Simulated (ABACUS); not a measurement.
Runs of ABACUS 3.10.1 on AlN. It takes space group F-43m (No. 216, cubic). The conventional cell has a = 4.368 Å, b = 4.368 Å, c = 4.368 Å, α = 90.00°, β = 90.00°, γ = 90.00°. Al (site symmetry -43m) has 4 N at 1.89 Å as nearest neighbours. Around N (site symmetry -43m) lie 4 Al at 1.89 Å. Measurements of this composition are mostly on another form, of space group No. 186.

```csv
task,level,potentials or basis,cell,k mesh,cutoff (eV),radial cutoff of the potentials (pseudo_rcut),threshold of the eigensolver,path,points for each segment of the path,SCF threshold on the density,gap on the mesh (eV),pressure (GPa),V0 of scaled cells (Å³/atom),B0 (GPa)
single point,PBEsol,"PseudoDojo NC SR 0.4.1 PBEsol standard, plane waves",as given,10 × 10 × 10,1143,7 bohr,-,-,-,1e-08,3.19,1.2,-,-
equation of state,PBE,"PseudoDojo NC SR 0.4.1 PBE standard, DZP LCAO (the cutoffs set its grid)",as given,9 × 9 × 9,1361,10 bohr,-,-,-,1e-07,-,-,10.73,(b)
single point,PBEsol,"PseudoDojo NC SR 0.4.1 PBEsol standard, plane waves",as given,8 × 8 × 8,1143,10 bohr,-,-,-,1e-08,3.19,1.2,-,-
relaxation of cell and atoms,LDA,"PseudoDojo NC SR 0.4.1 LDA standard, plane waves",relaxed,8 × 8 × 8,1143,10 bohr,-,-,-,1e-08,3.26,0.0,-,-
equation of state,PBEsol,"PseudoDojo NC SR 0.4.1 PBEsol standard, plane waves",as given,10 × 10 × 10,1143,7 bohr,-,-,-,1e-08,-,-,10.48,201
single point,PBE,"PseudoDojo NC SR 0.4.1 PBE standard, DZP LCAO (the cutoffs set its grid)",as given,9 × 9 × 9,1361,10 bohr,-,-,-,1e-07,(c),(a),-,-
equation of state,PBE,"PseudoDojo NC SR 0.4.1 PBE standard, plane waves",as given,10 × 10 × 10,1143,10 bohr,-,-,-,1e-08,-,-,10.65,193
equation of state,PBEsol,"PseudoDojo NC SR 0.4.1 PBEsol standard, plane waves",as given,8 × 8 × 8,1143,10 bohr,-,-,-,1e-08,-,-,10.48,201
single point,LDA,"PseudoDojo NC SR 0.4.1 LDA standard, plane waves",as given,8 × 8 × 8,1143,10 bohr,-,-,-,1e-08,3.25,-4.6,-,-
```

Alike in all rows: no spin polarisation; smearing fermi-dirac 0.05 eV.

Question: Fill in the values left out.

Answer: (a) 5.8; (b) 184; (c) 3.46.

Caveats: the atomic orbitals were generated for these runs and aren't a published set (some runs); the basis of atomic orbitals isn't converged, which shifts pressures, moduli and gaps (some runs); an odd mesh through Γ misses points on the zone boundary, where band edges often lie (some runs).

Not every run made on this cell is shown here.
